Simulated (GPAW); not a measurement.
Input of a GPAW 26.7.0 run:

Contents of run.py:

```python
from ase.dft.bandgap import bandgap
from ase.io import read, write
from ase.units import GPa
from gpaw import GPAW, PW

atoms = read('TiCo.xyz')
atoms.set_initial_magnetic_moments([3.0, 2.0])

calc = GPAW(mode=PW(500),
            xc='LDA',
            kpts={'size': (7, 7, 7), 'gamma': True},
            occupations={'name': 'fermi-dirac', 'width': 0.05},
            nbands=23,
            maxiter=120,
            txt='gpaw.txt')
atoms.calc = calc
energy = atoms.get_potential_energy()
forces = atoms.get_forces()
stress = atoms.get_stress()
calc.write('gs.gpw')
write('result.traj', atoms)
print(f'Energy: {energy:.6f} eV')
print('Forces (eV/A):')
print(forces.round(4))
print('Stress (GPa):', (stress / GPa).round(3))
print('Moments:', calc.get_magnetic_moments().round(3))
print('Fermi level:', round(calc.get_fermi_level(), 4), 'eV')
print(f'Gap: {bandgap(calc)[0]:.4f} eV, direct: {bandgap(calc, direct=True)[0]:.4f} eV')
```

The input TiCo.xyz:

```xyz
2
Lattice="2.9861109900 0.0000000000 0.0000000000 0.0000000000 2.9861109900 0.0000000000 0.0000000000 0.0000000000 2.9861109900" Properties=species:S:1:pos:R:3 pbc="T T T"
Co     1.4930554950      1.4930554950      1.4930554950
Ti     0.0000000000      0.0000000000      0.0000000000
```

Potentials or basis: the program's PAW data sets (release 1.2.1) made for this functional, pw.

Run with:

```console
$ OMP_NUM_THREADS=1 python run.py
```

(1) Predict the band gap on the k mesh.

(2) Predict the site moments.

(3) What does it give for the net moment?

(4) Estimate the pressure.

## Answers

(1) none (metal or under the smearing width).

(2) Co +0.69; Ti +0.00 μB.

(3) 0.69 μB per cell.

(4) -16.6 GPa.

Caveat: the cutoff is short for stress and forces, so pressures can be off by a GPa or more; so large a pressure means that the cell lies far from this level's equilibrium, or that cutoff or potentials fall short.
